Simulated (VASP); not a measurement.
# ZnPt: interstitial B from one void to a neighbouring one, part 4 of 4

How hard is this move in ZnPt: interstitial B from one void to a neighbouring one? Both ends are relaxed first, then a band of images between them. The start is a cell from a database of measured crystal structures.

VASP 6.6.1, plane waves and PAW; the level of theory is named at each step.

So far. Step 3 (Relax the start): The run ended after 21 ionic steps, 3.326 eV below its first step, once the forces on the free atoms met EDIFFG = -0.05. Step 4 (Relax the end): The run ended after 22 ionic steps, 2.707 eV below its first step, once the forces on the free atoms met EDIFFG = -0.05.

### Step 5. Nudged elastic band

Level of this step: PBEsol; plane waves and PAW (Pt, Zn, B) (VASP).

Images on a straight line between the ends relax across the path, while springs keep them spaced along it.

Contents of INCAR:

```
SYSTEM = Zn12BPt12
PREC = Normal
ENCUT = 320
EDIFF = 1E-05
NELM = 120
ISMEAR = 1
SIGMA = 0.15
LREAL = Auto
ALGO = Fast
GGA = PS
LWAVE = .FALSE.
LCHARG = .FALSE.
IMAGES = 3
SPRING = -5
IBRION = 1
POTIM = 0.3
NSW = 60
EDIFFG = -0.05
ISYM = 0
ISIF = 0
```

Contents of POSCAR:

```
Zn12BPt12
1.0
    5.6674863488      2.8337431744      0.0000000000
    0.0000000000      8.5012295232      0.0000000000
    0.0000000000      0.0000000000      6.9465166558
Pt Zn B
12 12 1
Direct
    0.9991885356      0.0012928377      0.9691084026
    0.9989754934      0.0010036644      0.5308386689
    0.0018782413      0.3363340678      0.0025257708
    0.0018449811      0.3360227240      0.4966429272
    0.9968317668      0.6667166038      0.9993816931
    0.9968351768      0.6665106640      0.5004454124
    0.5032376655      0.1698842937      0.9952620538
    0.5028592806      0.1699768871      0.5044202282
    0.4989435296      0.5018549207      0.9965405704
    0.4988900866      0.5017937134      0.5033049513
    0.4966506812      0.8335293038      0.9990584369
    0.4961853343      0.8334883043      0.5004057359
    0.2720239515      0.0926030079      0.2495502456
    0.2591876916      0.0895329575      0.7498027136
    0.2516460958      0.4187043631      0.2497128565
    0.2481931396      0.4185872135      0.7498543799
    0.2644141284      0.7323363044      0.2497710819
    0.2568743964      0.7412074234      0.7499384464
    0.7301373816      0.2711784754      0.2497353689
    0.7452810017      0.2634841730      0.7497896463
    0.7476460344      0.5855124287      0.2497499827
    0.7492473377      0.5838324987      0.7497869498
    0.7340367565      0.9117901796      0.2501519869
    0.7377998070      0.9129218041      0.7498095001
    0.0024067108      0.0041102591      0.2498463712
```

Contents of KPOINTS:

```
Automatic mesh
0
Gamma
3 3 3
0 0 0
```

Contents of 00/POSCAR:

```
Zn12BPt12
1.0
    5.6674863488      2.8337431744      0.0000000000
    0.0000000000      8.5012295232      0.0000000000
    0.0000000000      0.0000000000      6.9465166558
Pt Zn B
12 12 1
Direct
    0.9991885356      0.0012928377      0.9691084026
    0.9989754934      0.0010036644      0.5308386689
    0.0018782413      0.3363340678      0.0025257708
    0.0018449811      0.3360227240      0.4966429272
    0.9968317668      0.6667166038      0.9993816931
    0.9968351768      0.6665106640      0.5004454124
    0.5032376655      0.1698842937      0.9952620538
    0.5028592806      0.1699768871      0.5044202282
    0.4989435296      0.5018549207      0.9965405704
    0.4988900866      0.5017937134      0.5033049513
    0.4966506812      0.8335293038      0.9990584369
    0.4961853343      0.8334883043      0.5004057359
    0.2720239515      0.0926030079      0.2495502456
    0.2591876916      0.0895329575      0.7498027136
    0.2516460958      0.4187043631      0.2497128565
    0.2481931396      0.4185872135      0.7498543799
    0.2644141284      0.7323363044      0.2497710819
    0.2568743964      0.7412074234      0.7499384464
    0.7301373816      0.2711784754      0.2497353689
    0.7452810017      0.2634841730      0.7497896463
    0.7476460344      0.5855124287      0.2497499827
    0.7492473377      0.5838324987      0.7497869498
    0.7340367565      0.9117901796      0.2501519869
    0.7377998070      0.9129218041      0.7498095001
    0.0024067108      0.0041102591      0.2498463712
```

Contents of 01/POSCAR:

```
Zn12BPt12
1.0
    5.6674863488      2.8337431744      0.0000000000
    0.0000000000      8.5012295232      0.0000000000
    0.0000000000      0.0000000000      6.9465166558
Pt Zn B
12 12 1
Direct
    0.9991561541      0.0001772519      0.9770738013
    0.9990720592     -0.0001125617      0.5224592669
    0.0019255860      0.3352393608     -0.0064773015
    0.0017242853      0.3349547478      0.5045763614
    0.9985191653      0.6666340880      0.9992748666
    0.9985020766      0.6664818583      0.4998665322
    0.5019814339      0.1681198984      0.9948514081
    0.5016566834      0.1681864608      0.5043510905
    0.5002469038      0.5011593797      0.9968119737
    0.5001175645      0.5011571675      0.5022132437
    0.4978537651      0.8329362894      0.9981322605
    0.4975070035      0.8328828988      0.5007952028
    0.2715199044      0.0849721013      0.2493827077
    0.2584343771      0.0845680439      0.7494840830
    0.2554677012      0.4190864012      0.2494445818
    0.2517520879      0.4190061503      0.7494674865
    0.2614314222      0.7361434726      0.2495153824
    0.2553520020      0.7430644737      0.7496974880
    0.7298453523      0.2633690738      0.2495570157
    0.7444731370      0.2585093615      0.7494831121
    0.7444268779      0.5893346505      0.2494766762
    0.7478683793      0.5859004648      0.7494351629
    0.7378910782      0.9125383645      0.2498194052
    0.7415861027      0.9129932571      0.7495652456
    0.0011581517      0.0854426828      0.2492493624
```

Contents of 02/POSCAR:

```
Zn12BPt12
1.0
    5.6674863488      2.8337431744      0.0000000000
    0.0000000000      8.5012295232      0.0000000000
    0.0000000000      0.0000000000      6.9465166558
Pt Zn B
12 12 1
Direct
    0.9991237726     -0.0009383339      0.9850392000
    0.9991686249     -0.0012287878      0.5140798649
    0.0019729306      0.3341446538     -0.0154803738
    0.0016035895      0.3338867716      0.5125097956
    1.0002065638      0.6665515722      0.9991680402
    1.0001689764      0.6664530526      0.4992876520
    0.5007252023      0.1663555032      0.9944407624
    0.5004540861      0.1663960344      0.5042819529
    0.5015502780      0.5004638388      0.9970833770
    0.5013450424      0.5005206217      0.5011215361
    0.4990568490      0.8323432751      0.9972060840
    0.4988286726      0.8322774932      0.5011846698
    0.2710158574      0.0773411948      0.2492151698
    0.2576810626      0.0796031303      0.7491654523
    0.2592893065      0.4194684394      0.2491763070
    0.2553110361      0.4194250871      0.7490805931
    0.2584487159      0.7399506408      0.2492596829
    0.2538296077      0.7449215240      0.7494565296
    0.7295533230      0.2555596721      0.2493786626
    0.7436652722      0.2535345500      0.7491765778
    0.7412077214      0.5931568723      0.2492033696
    0.7464894209      0.5879684310      0.7490833760
    0.7417453998      0.9132865494      0.2494868235
    0.7453723984      0.9130647102      0.7493209911
   -0.0000904075      0.1667751065      0.2486523536
```

Contents of 03/POSCAR:

```
Zn12BPt12
1.0
    5.6674863488      2.8337431744      0.0000000000
    0.0000000000      8.5012295232      0.0000000000
    0.0000000000      0.0000000000      6.9465166558
Pt Zn B
12 12 1
Direct
    0.9990913910     -0.0020539197      0.9930045986
    0.9992651906     -0.0023450138      0.5057004629
    0.0020202753      0.3330499468     -0.0244834462
    0.0014828937      0.3328187954      0.5204432297
    1.0018939622      0.6664690564      0.9990612137
    1.0018358761      0.6664242470      0.4987087719
    0.4994689706      0.1645911079      0.9940301168
    0.4992514888      0.1646056081      0.5042128153
    0.5028536522      0.4997682978      0.9973547803
    0.5025725202      0.4998840758      0.5000298285
    0.5002599330      0.8317502608      0.9962799076
    0.5001503418      0.8316720877      0.5015741368
    0.2705118104      0.0697102882      0.2490476320
    0.2569277482      0.0746382167      0.7488468216
    0.2631109118      0.4198504775      0.2489080323
    0.2588699843      0.4198440238      0.7486936997
    0.2554660096      0.7437578090      0.2490039834
    0.2523072134      0.7467785742      0.7492155713
    0.7292612936      0.2477502705      0.2492003094
    0.7428574075      0.2485597386      0.7488700436
    0.7379885650      0.5969790941      0.2489300630
    0.7451104625      0.5900363972      0.7487315892
    0.7455997214      0.9140347342      0.2491542418
    0.7491586940      0.9131361632      0.7490767366
   -0.0013389666      0.2481075301      0.2480553449
```

Contents of 04/POSCAR:

```
Zn12BPt12
1.0
    5.6674863488      2.8337431744      0.0000000000
    0.0000000000      8.5012295232      0.0000000000
    0.0000000000      0.0000000000      6.9465166558
Pt Zn B
12 12 1
Direct
    0.9990590095     -0.0031695055      1.0009699973
    0.9993617564     -0.0034612399      0.4973210609
    0.0020676200      0.3319552398     -0.0334865185
    0.0013621979      0.3317508192      0.5283766639
    1.0035813607      0.6663865406      0.9989543872
    1.0035027759      0.6663954413      0.4981298917
    0.4982127390      0.1628267127      0.9936194711
    0.4980488916      0.1628151817      0.5041436776
    0.5041570264      0.4990727568      0.9976261836
    0.5037999981      0.4992475300      0.4989381209
    0.5014630169      0.8311572464      0.9953537312
    0.5014720110      0.8310666822      0.5019636037
    0.2700077633      0.0620793816      0.2488800941
    0.2561744337      0.0696733031      0.7485281910
    0.2669325172      0.4202325156      0.2486397576
    0.2624289326      0.4202629606      0.7483068063
    0.2524833034      0.7475649772      0.2487482839
    0.2507848190      0.7486356245      0.7489746129
    0.7289692643      0.2399408689      0.2490219562
    0.7420495428      0.2435849271      0.7485635094
    0.7347694085      0.6008013159      0.2486567565
    0.7437315041      0.5921043633      0.7483798023
    0.7494540431      0.9147829191      0.2488216601
    0.7529449897      0.9132076162      0.7488324821
   -0.0025875258      0.3294399538      0.2474583361
```

PAW data sets: Pt, Zn and B (PBE family, release 64).

The run is started by

```sh
$ mpirun -np 3 vasp_std
```

What it wrote:

```text
[banner, memory and clock lines left out]
running    3 mpi-ranks, on    1 nodes
 each image running on    1 cores
 distrk:  each k-point on    1 cores,    1 groups
 distr:  one band on    1 cores,    1 groups

 POSCAR found type information on POSCAR PtZnB
 01/POSCAR found :  3 types and      25 ions
 [... a notice as in an earlier step ...]

 LDA part: xc-table for (Slater+PW92), standard interpolation
 POSCAR found type information on POSCAR PtZnB
 00/POSCAR found :  3 types and      25 ions
 POSCAR found type information on POSCAR PtZnB
 04/POSCAR found :  3 types and      25 ions
 POSCAR, INCAR and KPOINTS ok, starting setup
 FFT: planning ... GRIDC
 FFT: planning ... GRID_SOFT
 FFT: planning ... GRID
 WAVECAR not read
 entering main loop
       N       E                     dE             d eps       ncg     rms          rms(c)
DAV:   1     0.239605679904E+04    0.23961E+04   -0.83334E+04  4488   0.166E+03
DAV:   2     0.264439736499E+03   -0.21316E+04   -0.20309E+04  4480   0.461E+02
DAV:   3    -0.103147399061E+03   -0.36759E+03   -0.33563E+03  4656   0.167E+02
DAV:   4    -0.126026695124E+03   -0.22879E+02   -0.22238E+02  4960   0.471E+01
DAV:   5    -0.126518440416E+03   -0.49175E+00   -0.48982E+00  4824   0.583E+00    0.442E+01
RMM:   6    -0.119289462604E+03    0.72290E+01   -0.23304E+01  4486   0.162E+01    0.224E+01
RMM:   7    -0.118625758507E+03    0.66370E+00   -0.18543E+00  4480   0.410E+00    0.977E+00
RMM:   8    -0.118455895464E+03    0.16986E+00   -0.67602E-01  4545   0.266E+00    0.239E+00
RMM:   9    -0.118420634420E+03    0.35261E-01   -0.16339E-01  4480   0.145E+00    0.558E-01
RMM:  10    -0.118418685791E+03    0.19486E-02   -0.23220E-02  4658   0.428E-01    0.294E-01
RMM:  11    -0.118418430756E+03    0.25503E-03   -0.48582E-03  4556   0.183E-01    0.129E-01
RMM:  12    -0.118418455693E+03   -0.24937E-04   -0.14314E-03  4593   0.102E-01    0.624E-02
RMM:  13    -0.118418467762E+03   -0.12068E-04   -0.41373E-04  4845   0.573E-02    0.369E-02
RMM:  14    -0.118418473371E+03   -0.56097E-05   -0.13018E-04  4576   0.298E-02    0.149E-02
RMM:  15    -0.118418472412E+03    0.95921E-06   -0.26197E-05  2874   0.152E-02
   1 F= -.11841847E+03 E0= -.11841575E+03  d E =-.118418E+03
 BRION: g(F)=  0.161E+02 g(S)=  0.000E+00
 bond charge predicted
       N       E                     dE             d eps       ncg     rms          rms(c)
DAV:   1    -0.119444044011E+03   -0.10256E+01   -0.36934E+02  4640   0.473E+01    0.246E+00
RMM:   2    -0.119676513392E+03   -0.23247E+00   -0.27276E+00  4480   0.513E+00    0.113E+00
RMM:   3    -0.119684130428E+03   -0.76170E-02   -0.25325E-01  4532   0.170E+00    0.798E-01
RMM:   4    -0.119683413672E+03    0.71676E-03   -0.44242E-02  4572   0.659E-01    0.322E-01
RMM:   5    -0.119683356077E+03    0.57595E-04   -0.96713E-03  4559   0.278E-01    0.149E-01
RMM:   6    -0.119683430559E+03   -0.74482E-04   -0.26043E-03  4646   0.173E-01    0.621E-02
RMM:   7    -0.119683480409E+03   -0.49850E-04   -0.79197E-04  5205   0.741E-02    0.393E-02
RMM:   8    -0.119683481815E+03   -0.14063E-05   -0.11779E-04  3930   0.286E-02    0.124E-02
RMM:   9    -0.119683482762E+03   -0.94705E-06   -0.31729E-05  3221   0.145E-02
   2 F= -.11968348E+03 E0= -.11968139E+03  d E =-.126501E+01
[... from here on, the cycles between the ionic steps are left out ...]
   3 F= -.11991870E+03 E0= -.11991658E+03  d E =-.235220E+00
   4 F= -.12010779E+03 E0= -.12010549E+03  d E =-.189083E+00
   5 F= -.12024875E+03 E0= -.12024661E+03  d E =-.140962E+00
   6 F= -.12029155E+03 E0= -.12028969E+03  d E =-.428039E-01
   7 F= -.12033333E+03 E0= -.12033195E+03  d E =-.417810E-01
   8 F= -.12036239E+03 E0= -.12036165E+03  d E =-.290529E-01
   9 F= -.12038132E+03 E0= -.12038128E+03  d E =-.189341E-01
  10 F= -.12038952E+03 E0= -.12038984E+03  d E =-.820100E-02
  11 F= -.12039408E+03 E0= -.12039459E+03  d E =-.456352E-02
  12 F= -.12039700E+03 E0= -.12039757E+03  d E =-.291733E-02
  13 F= -.12039960E+03 E0= -.12040019E+03  d E =-.259350E-02
  14 F= -.12040102E+03 E0= -.12040159E+03  d E =-.142410E-02
 BRION: g(F)=  0.992E-03 g(S)=  0.000E+00 retain N=  1 mean eig= 5.64
 eig:   5.642
 bond charge predicted
       N       E                     dE             d eps       ncg     rms          rms(c)
DAV:   1    -0.120401943062E+03   -0.91791E-03   -0.40007E-01  4560   0.166E+00    0.395E-02
RMM:   2    -0.120402118109E+03   -0.17505E-03   -0.19184E-03  4480   0.158E-01    0.263E-02
RMM:   3    -0.120402138457E+03   -0.20348E-04   -0.34076E-04  4560   0.578E-02    0.178E-02
RMM:   4    -0.120402139142E+03   -0.68469E-06   -0.82959E-05  4208   0.312E-02
  15 F= -.12040214E+03 E0= -.12040269E+03  d E =-.111978E-02
 BRION: g(F)=  0.641E-03 g(S)=  0.000E+00 retain N=  2 mean eig= 6.85
 eig:   6.848  6.848
 reached required accuracy - stopping structural energy minimisation
```

Elapsed: 30 min, on 3 MPI ranks of Intel Xeon Platinum 8259CL at 2.50GHz (Skylake/Cascade Lake), shared host; peak memory 1 GiB.

Parts of OUTCAR (step 5):

```text
   NELECT =     267.0000    total number of electrons

  tangential force (eV/A)        -0.143654
  left and right image   0.975535  0.968659 A

  tangential force (eV/A)        -0.141205
  left and right image   0.977443  0.969755 A

 E-fermi :   8.0748

 k-point     1 :       0.0000    0.0000    0.0000
  band No.  band energies     occupation
    ...
    131       6.9027      2.00000
    132       7.0189      2.00000
    133       7.0994      2.00000
    134       7.3928      2.00000
    135       7.8811      2.06969
    136       8.2490     -0.06958
    137       8.6760     -0.00000
    138       8.8114     -0.00000
    139       8.9824     -0.00000
    140       9.2770     -0.00000
    ...

 POSITION                                       TOTAL-FORCE (eV/Angst)
 -----------------------------------------------------------------------------------
      5.67391      2.81585      6.80606        -0.005852      0.003285     -0.028929
      5.67413     11.31438      3.60339        -0.006538     -0.000085      0.024656
     -0.00466      2.77095      7.14335         0.006093      0.019454     -0.024208
     -0.00492      2.76817      3.26397         0.008472      0.024585      0.029699
      5.65051      8.47879      6.96205        -0.005832      0.000567      0.005934
      5.65042      8.47521      3.44487         0.004320      0.002221     -0.001500
      2.87241      2.90597      6.76290         0.000250      0.005784      0.011427
      2.87209      2.90523      3.64568         0.002740      0.001473     -0.009192
      2.78313      5.72640      6.84715         0.009419     -0.001038      0.023805
      2.78359      5.72466      3.56105         0.004722      0.001421     -0.024734
      2.84295      8.52651      6.89548        -0.021491      0.004023      0.002912
      2.84392      8.52466      3.51313        -0.016930      0.002331     -0.005862
      1.87586      1.64187      1.73063        -0.027574      0.035623      0.001970
      1.38850      1.48418      5.20388        -0.002708      0.021394      0.001045
      1.38546      4.32098      1.73062         0.016332     -0.009347     -0.000668
      1.28847      4.21444      5.20426         0.019340      0.031677     -0.000320
      1.44348      7.11808      1.73128        -0.012356      0.001096     -0.000608
      1.41343      7.07861      5.20433        -0.014523     -0.034188     -0.001641
      3.83906      4.38067      1.73020         0.069861     -0.003288      0.001033
      4.32672      4.40352      5.20419        -0.020098      0.013232      0.000717
      4.16301      7.13174      1.73041         0.004252     -0.001552     -0.000588
      4.32621      7.04512      5.20455        -0.026774      0.021125     -0.001567
      4.33011      9.95542      1.73134        -0.016565     -0.007405     -0.000396
      4.25816      9.84188      5.20414        -0.012684     -0.007704      0.000618
      0.04629      0.70593      1.73225         0.044122     -0.124683     -0.003603
 -----------------------------------------------------------------------------------
    total drift:                                0.076888     -0.005162      0.062976

  FREE ENERGIE OF THE ION-ELECTRON SYSTEM (eV)
  ---------------------------------------------------
  free  energy   TOTEN  =      -120.4021391421 eV

  energy  without entropy=     -120.4037951397  energy(sigma->0) =     -120.40269114

  tangential force (eV/A)        -0.139973
  left and right image   0.977633  0.970336 A

[... 6 parts as in an earlier step ...]

[... 8 further parts left out ...]
```

Images along the path:

```tsv
image	path (A)	energy (eV)	B25: x, y, z (Å)
0	0.000	0.0000	0.014, 0.042, 1.736
1	0.978	0.2784	0.046, 0.706, 1.732
2	1.948	0.2570	0.003, 1.418, 1.731
3	2.917	0.2763	-0.043, 2.129, 1.718
4	3.892	-0.0014	-0.015, 2.793, 1.719
```

This step gave:

- electronic cycles: 120
- path length (all atoms, rigid shifts included): 3.892 Å
- barrier: 0.2784 eV
- barrier in the reverse direction: 0.2798 eV
- barrier from a spline through the images: 0.3020 eV
- reaction energy: -0.001409 eV

What the program prints for this run, and its count of cycles, belong to image 1; the force that counts for the threshold is the band's, across the path.

### Step 6. Results

```
hop                                            : interstitial B from one void to a neighbouring one
barrier                                        : 0.278 eV
barrier in the reverse direction               : 0.280 eV
barrier from a spline through the images       : 0.302 eV
reaction energy                                : -0.00141 eV
path length (all atoms, rigid shifts included) : 3.89 Å
```

The barrier is 0.28 eV forwards and 0.28 eV backwards. With an attempt frequency of 10¹³ per second, taken as a typical value, this barrier gives about 10^8 hops a second at 300 K. No image climbs, so the saddle may lie somewhat above the highest image. The band met its force threshold after 15 steps. Cell and mesh are small and were not tested. The band started on a straight line, so other routes may lie lower.

[Lines on the potential files, build, host, timing and source positions are cut from VASP's logs without a mark.]

[Logs are printed without paths, hosts, clocks, repeated set-up lines and the standing remarks that a program may print on its own settings, such as how far it seeks lower states.]

[Hosts, paths, dates, database ids (printed as entryN), source tags and the programs' standing remarks are cut or masked in the printed files.]

[Runs that stopped without an error message from VASP are left out.]
